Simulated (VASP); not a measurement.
A run of VASP 6.6.1 is set up as follows.

Contents of INCAR:

```
PREC     = Accurate       # precision mode
ENCUT    = 520            # plane-wave cutoff, eV
EDIFF    = 1E-6           # SCF threshold, eV
ISMEAR   = 0              # smearing method
SIGMA    = 0.02           # smearing width, eV
LREAL    = F              # projectors in reciprocal space
LASPH    = T              # aspherical terms in the spheres
NELM     = 80             # most SCF steps
ALGO     = Normal         # electronic algorithm
ISIF     = 2              # what is computed and relaxed
LWAVE    = F              # write WAVECAR
LCHARG   = F              # write CHGCAR
GGA      = PS             # functional
LORBIT   = 11             # projections on sites
```

Contents of KPOINTS:

```
Automatic mesh
0
Gamma
  8 8 8
```

Contents of POSCAR:

```
InP
1.0
    0.0000000000      2.7688340000      2.7688340000
    2.7688340000      0.0000000000      2.7688340000
    2.7688340000      2.7688340000      0.0000000000
In P
1 1
Direct
    0.0000000000      0.0000000000      0.0000000000
    0.5000000000      0.5000000000      0.5000000000
```

Potentials or basis: VASP PAW PBE potentials, release 64 (In_d, P).

Launch:

```console
$ cat potpaw_PBE.64/In_d/POTCAR potpaw_PBE.64/P/POTCAR > POTCAR
$ mpirun -np 1 vasp_std > vasp.out
```

Question: Estimate the pressure.

Answer: -3.4 GPa.

Question: Predict the band gap on the k mesh.

Answer: None (metal or under the smearing width).

Caveat: the PAW data sets were made with another functional, which shifts forces and pressure a little.
